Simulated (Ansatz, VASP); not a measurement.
# InGa7As8: VASP beside Ansatz

Aim: how closely do two programs agree when they are given the same cell, functional and k mesh? The cell is taken from a series of runs on this material, whose earlier steps may have relaxed, scaled, displaced or heated it; both programs get it as it stands.

Program: Ansatz 0.2.0. Level of theory: plane waves, with VASP 6.6.1 beside it; relaxation of cell and atoms at PBEsol. Results are calculated unless marked as measured.

## (1) The starting structure

Symmetry: F-43m, No. 216, cubic system. The conventional cell has a = 11.407 Å, b = 11.407 Å, c = 11.407 Å, α = 90.00°, β = 90.00°, γ = 90.00°. In has 4 As at 2.47 Å nearest. Nearest to As lie 4 Ga at 2.47 Å. As has 3 Ga at 2.47 Å and 1 In at 2.47 Å nearest. Ga has 4 As at 2.47 Å nearest. Nearest to Ga lie 4 As at 2.47 Å. Farther neighbours are not listed.

## (2) VASP: relaxation of cell and atoms, PBEsol

The relaxed volume is the usual yardstick between codes: in a stiff, nearly cubic crystal its relative difference is about their pressure difference at one cell divided by the bulk modulus.

Lines of VASP's logs that name or quote its potential files are left out, and so is its time.

Contents of INCAR:

```
SYSTEM = InGa7As8
PREC = Accurate
ENCUT = 500
EDIFF = 1E-07
NELM = 120
ISMEAR = -1
SIGMA = 0.02
LREAL = .FALSE.
ALGO = Normal
GGA = PS
NBANDS = 89
LORBIT = 11
LWAVE = .FALSE.
LCHARG = .FALSE.
ISIF = 3
IBRION = 2
NSW = 80
EDIFFG = -0.005
LASPH = .TRUE.
GGA_COMPAT = .FALSE.
NELMIN = 4
EFERMI = MIDGAP
KPAR = 4
```

Contents of POSCAR:

```
InGa7As8
1.0
    0.0000000000      5.7036250000      5.7036250000
    5.7036250000      0.0000000000      5.7036250000
    5.7036250000      5.7036250000      0.0000000000
In As Ga
1 8 7
Direct
    0.0000000000      0.0000000000      0.0000000000
    0.3750000000      0.3750000000      0.3750000000
    0.3750000000      0.3750000000      0.8750000000
    0.3750000000      0.8750000000      0.3750000000
    0.3750000000      0.8750000000      0.8750000000
    0.8750000000      0.3750000000      0.3750000000
    0.8750000000      0.3750000000      0.8750000000
    0.8750000000      0.8750000000      0.3750000000
    0.8750000000      0.8750000000      0.8750000000
    0.0000000000      0.0000000000      0.5000000000
    0.0000000000      0.5000000000      0.0000000000
    0.0000000000      0.5000000000      0.5000000000
    0.5000000000      0.0000000000      0.0000000000
    0.5000000000      0.0000000000      0.5000000000
    0.5000000000      0.5000000000      0.0000000000
    0.5000000000      0.5000000000      0.5000000000
```

Contents of KPOINTS:

```
Automatic mesh
0
Gamma
4 4 4
0 0 0
```

The projector-augmented-wave data sets are In_d, As and Ga_d (PBE family, release 64).

The run is started by

```bash
$ mpirun -np 4 vasp_std
```

Numbers of over 12 decimals in the logs are rounded to 6 here.

What it wrote:

```text
[banner, memory and clock lines left out]
running    4 mpi-ranks, on    1 nodes
 distrk:  each k-point on    1 cores,    4 groups
 distr:  one band on    1 cores,    1 groups

 POSCAR found type information on POSCAR InAsGa
 POSCAR found :  3 types and      16 ions
|                                                                             |
|               ----> ADVICE to this user running VASP <----                  |
|                                                                             |
|     You enforced a specific xc type in the INCAR file but a different       |
|     [... a line on the potential file left out ...]
|     I HOPE YOU KNOW WHAT YOU ARE DOING!                                     |
|                                                                             |

 LDA part: xc-table for (Slater+PW92), standard interpolation
 POSCAR, INCAR and KPOINTS ok, starting setup
 FFT: planning ... GRIDC
 FFT: planning ... GRID_SOFT
 FFT: planning ... GRID
 WAVECAR not read
 entering main loop
       N       E                     dE             d eps       ncg     rms          rms(c)
DAV:   1     0.150737095310E+04    0.15074E+04   -0.59484E+04  1568   0.218E+03
DAV:   2     0.270033906596E+03   -0.12373E+04   -0.11836E+04  1456   0.653E+02
DAV:   3    -0.436174279797E+02   -0.31365E+03   -0.29308E+03  1749   0.221E+02
DAV:   4    -0.714857209689E+02   -0.27868E+02   -0.27287E+02  1691   0.643E+01
DAV:   5    -0.732927110065E+02   -0.18070E+01   -0.17971E+01  2144   0.172E+01    0.976E+00
DAV:   6    -0.718632018551E+02    0.14295E+01   -0.26661E+00  2069   0.139E+01    0.523E+00
DAV:   7    -0.716227175872E+02    0.24048E+00   -0.13182E+00  1960   0.436E+00    0.157E+00
DAV:   8    -0.716146008696E+02    0.81167E-02   -0.22966E-01  1693   0.358E+00    0.468E-01
DAV:   9    -0.716149681501E+02   -0.36728E-03   -0.25761E-02  1743   0.165E+00    0.231E-01
DAV:  10    -0.716159665095E+02   -0.99836E-03   -0.67735E-03  1821   0.704E-01    0.169E-01
DAV:  11    -0.716161640116E+02   -0.19750E-03   -0.96573E-04  1999   0.325E-01    0.769E-02
DAV:  12    -0.716161997602E+02   -0.35749E-04   -0.33062E-04  1718   0.119E-01    0.165E-02
DAV:  13    -0.716162036070E+02   -0.38468E-05   -0.48210E-05  2008   0.639E-02    0.197E-02
DAV:  14    -0.716162049117E+02   -0.13047E-05   -0.15160E-05  1896   0.145E-02    0.544E-03
DAV:  15    -0.716162052393E+02   -0.32760E-06   -0.12749E-06  1758   0.974E-03    0.732E-03
DAV:  16    -0.716162053192E+02   -0.79839E-07   -0.58170E-07  1471   0.170E-02
   1 F= -.71616205E+02 E0= -.71616194E+02  d E =-.716162E+02
[...]
2 F= -.71871736E+02 E0= -.71871533E+02  d E =-.255530E+00
[...]
3 F= -.71876857E+02 E0= -.71876553E+02  d E =-.260652E+00
[...]
4 F= -.71894280E+02 E0= -.71894242E+02  d E =-.174231E-01
[...]
5 F= -.71895316E+02 E0= -.71895257E+02  d E =-.184589E-01
[...]
6 F= -.71895309E+02 E0= -.71895248E+02  d E =-.184520E-01
[...]
7 F= -.71895884E+02 E0= -.71895816E+02  d E =-.574802E-03
 trial-energy change:   -0.000575  1 .order   -0.000580   -0.000806   -0.000354
 step:   1.8878(harm=  1.7672)  dis= 0.00474  next Energy=   -71.896040 (dE=-0.731E-03)
 bond charge predicted
       N       E                     dE             d eps       ncg     rms          rms(c)
DAV:   1    -0.718957905033E+02    0.93367E-04   -0.11462E-01  1692   0.108E+00    0.432E-02
DAV:   2    -0.718960267744E+02   -0.23627E-03   -0.26284E-03  1981   0.228E-01    0.172E-02
DAV:   3    -0.718960275253E+02   -0.75092E-06   -0.12816E-04  2007   0.510E-02    0.931E-03
DAV:   4    -0.718960246386E+02    0.28867E-05   -0.70178E-06  2204   0.394E-02    0.427E-03
DAV:   5    -0.718960237709E+02    0.86770E-06   -0.33509E-06  2140   0.160E-02    0.178E-03
DAV:   6    -0.718960238767E+02   -0.10584E-06   -0.23952E-06  1827   0.178E-02    0.247E-03
DAV:   7    -0.718960238827E+02   -0.59881E-08   -0.38224E-07  1210   0.780E-03
   8 F= -.71896024E+02 E0= -.71895949E+02  d E =-.714815E-03
 curvature:  -0.87 expect dE=-0.303E-04 dE for cont linesearch -0.231E-05
 trial: gam= 0.10608 g(F)=  0.125E-04 g(S)=  0.225E-04 ort =-0.467E-04 (trialstep = 0.117E+01)
 search vector abs. value=  0.343E-04
 reached required accuracy - stopping structural energy minimisation
```

OUTCAR, selected parts (step 2):

```text
ion  position               nearest neighbor table
   1  0.000  0.000  0.000-   9 2.47   7 2.47   8 2.47   5 2.47
   2  0.375  0.375  0.375-  16 2.47  14 2.47  15 2.47  12 2.47
   3  0.375  0.375  0.875-  15 2.47  13 2.47  11 2.47  16 2.47
   4  0.375  0.875  0.375-  14 2.47  13 2.47  10 2.47  16 2.47
   5  0.375  0.875  0.875-  13 2.47   1 2.47  14 2.47  15 2.47
   6  0.875  0.375  0.375-  12 2.47  11 2.47  10 2.47  16 2.47
   7  0.875  0.375  0.875-  11 2.47   1 2.47  12 2.47  15 2.47
   8  0.875  0.875  0.375-  10 2.47   1 2.47  12 2.47  14 2.47
   9  0.875  0.875  0.875-   1 2.47  10 2.47  11 2.47  13 2.47
  10  0.000  0.000  0.500-   8 2.47   6 2.47   4 2.47   9 2.47
  11  0.000  0.500  0.000-   7 2.47   6 2.47   3 2.47   9 2.47
  12  0.000  0.500  0.500-   6 2.47   2 2.47   7 2.47   8 2.47
  13  0.500  0.000  0.000-   5 2.47   4 2.47   3 2.47   9 2.47
  14  0.500  0.000  0.500-   4 2.47   2 2.47   5 2.47   8 2.47
  15  0.500  0.500  0.000-   3 2.47   2 2.47   5 2.47   7 2.47
  16  0.500  0.500  0.500-   2 2.47   3 2.47   4 2.47   6 2.47

  LATTYP: Found a face centered cubic cell.
 ALAT       =    11.4072500000

 Subroutine GETGRP returns: Found 24 space group operations
 (whereof 24 operations were pure point group operations)

The static configuration has the point symmetry T_d .

 Found      8 irreducible k-points:

   k-points           NKPTS =      8   k-points in BZ     NKDIM =      8   number of bands    NBANDS=     89

   dimension x,y,z NGX =    60 NGY =   60 NGZ =   60
   dimension x,y,z NGXF=   120 NGYF=  120 NGZF=  120

   ENCUT  =  500.0 eV  36.75 Ry    6.06 a.u.  14.71 14.71 14.71*2*pi/ulx,y,z

   NELECT =     144.0000    total number of electrons

 k-points in reciprocal lattice and weights: Automatic mesh
   0.00000000  0.00000000  0.00000000       0.016
   0.25000000  0.00000000  0.00000000       0.125
   0.50000000  0.00000000  0.00000000       0.062
   0.25000000  0.25000000  0.00000000       0.094
   0.50000000  0.25000000  0.00000000       0.375
  -0.25000000  0.25000000  0.00000000       0.188
   0.50000000  0.50000000  0.00000000       0.047
  -0.25000000  0.50000000  0.25000000       0.094

 average (electrostatic) potential at core
       1 -96.8647       2 -50.2532       3 -50.2532       4 -50.2532       5 -50.0784
       6 -50.2532       7 -50.0784       8 -50.0784       9 -50.0784      10 -66.2136
      11 -66.2136      12 -66.2136      13 -66.2136      14 -66.2136      15 -66.2136
      16 -66.2469

 E-fermi :   3.9378

 k-point     1 :       0.0000    0.0000    0.0000
  band No.  band energies     occupation
    ...
     68       2.8438      2.00000
     69       2.8438      2.00000
     70       3.8400      1.98506
     71       3.8400      1.98506
     72       3.8400      1.98506
     73       4.0133      0.04483
     74       4.6377      0.00000
     75       4.6377      0.00000
     76       4.6377      0.00000
     77       4.9026      0.00000
    ...

 k-point     2 :       0.2500    0.0000    0.0000
  band No.  band energies     occupation
    ...
     68       2.4155      2.00000
     69       2.8550      2.00000
     70       2.8550      2.00000
     71       3.6260      2.00000
     72       3.6260      2.00000
     73       4.7759      0.00000
     74       5.1773      0.00000
     75       5.4415      0.00000
     76       5.4415      0.00000
     77       5.4707      0.00000
    ...

 k-point     3 :       0.5000    0.0000    0.0000
  band No.  band energies     occupation
    ...
     68       1.9313      2.00000
     69       3.0874      2.00000
     70       3.0874      2.00000
     71       3.2824      2.00000
     72       3.2824      2.00000
     73       4.9925      0.00000
     74       5.2141      0.00000
     75       5.8059      0.00000
     76       5.8464      0.00000
     77       5.8464      0.00000
    ...

  Total       -0.0498653     -0.0498653     -0.0498653      0.0000000      0.0000000     -0.0000000
  in kB       -0.2135795     -0.2135795     -0.2135795      0.0000000      0.0000000     -0.0000000
  external PRESSURE =      -0.2135795 kB  Pullay stress =       0.0000000 kB

  energy-cutoff  :      500.00
  volume of cell :      374.07
      direct lattice vectors                 reciprocal lattice vectors
     0.000000000  5.718819828  5.718819828    -0.087430626  0.087430626  0.087430626
     5.718819828  0.000000000  5.718819828     0.087430626 -0.087430626  0.087430626
     5.718819828  5.718819828  0.000000000     0.087430626  0.087430626 -0.087430626

 POSITION                                       TOTAL-FORCE (eV/Angst)
 -----------------------------------------------------------------------------------
      0.00000      0.00000      0.00000        -0.000000     -0.000000     -0.000000
      4.28893      4.28893      4.28893         0.002842      0.002842      0.002842
      7.14871      7.14871      4.28893        -0.002842     -0.002842      0.002842
      7.14871      4.28893      7.14871        -0.002842      0.002842     -0.002842
      9.95254      7.20392      7.20392        -0.002780      0.002780      0.002780
      4.28893      7.14871      7.14871         0.002842     -0.002842     -0.002842
      7.20392      9.95254      7.20392         0.002780     -0.002780      0.002780
      7.20392      7.20392      9.95254         0.002780      0.002780     -0.002780
      9.95254      9.95254      9.95254        -0.002780     -0.002780     -0.002780
      2.85941      2.85941      0.00130        -0.000000     -0.000000     -0.003416
      2.85941      0.00130      2.85941        -0.000000     -0.003416     -0.000000
      5.71752      2.85941      2.85941         0.003416     -0.000000     -0.000000
      0.00130      2.85941      2.85941        -0.003416     -0.000000     -0.000000
      2.85941      5.71752      2.85941        -0.000000      0.003416     -0.000000
      2.85941      2.85941      5.71752        -0.000000     -0.000000      0.003416
      5.71882      5.71882      5.71882        -0.000000     -0.000000     -0.000000
 -----------------------------------------------------------------------------------
    total drift:                               -0.000003     -0.000003     -0.000003

  FREE ENERGIE OF THE ION-ELECTRON SYSTEM (eV)
  ---------------------------------------------------
  free  energy   TOTEN  =       -71.8960238827 eV

  energy  without entropy=      -71.8958742442  energy(sigma->0) =      -71.89594906

 reached required accuracy - stopping structural energy minimisation

 total charge
# of ion       s       p       d       tot
------------------------------------------
    1        0.853   0.816   9.893  11.562
    2        1.215   1.565   0.029   2.809
    3        1.215   1.565   0.029   2.809
    4        1.215   1.565   0.029   2.809
    5        1.214   1.595   0.030   2.839
    6        1.215   1.565   0.029   2.809
    7        1.214   1.595   0.030   2.839
    8        1.214   1.595   0.030   2.839
    9        1.214   1.595   0.030   2.839
   10        0.883   0.784   9.992  11.659
   11        0.883   0.784   9.992  11.659
   12        0.883   0.784   9.992  11.659
   13        0.883   0.784   9.992  11.659
   14        0.883   0.784   9.992  11.659
   15        0.883   0.784   9.992  11.659
   16        0.883   0.769   9.988  11.640
--------------------------------------------------
tot         16.745  18.928  80.071 115.744

[... 3 further parts left out ...]
```

(Part 1 of 2 ends here.)

[Lines on the potential files, build, host, timing and source positions are cut from VASP's logs without a mark.]

[Logs are printed without paths, hosts, clocks, repeated set-up lines and the standing remarks that a program may print on its own settings, such as how far it seeks lower states.]

[Hosts, paths, dates, database ids (printed as entryN), source tags and the programs' standing remarks are cut or masked in the printed files.]
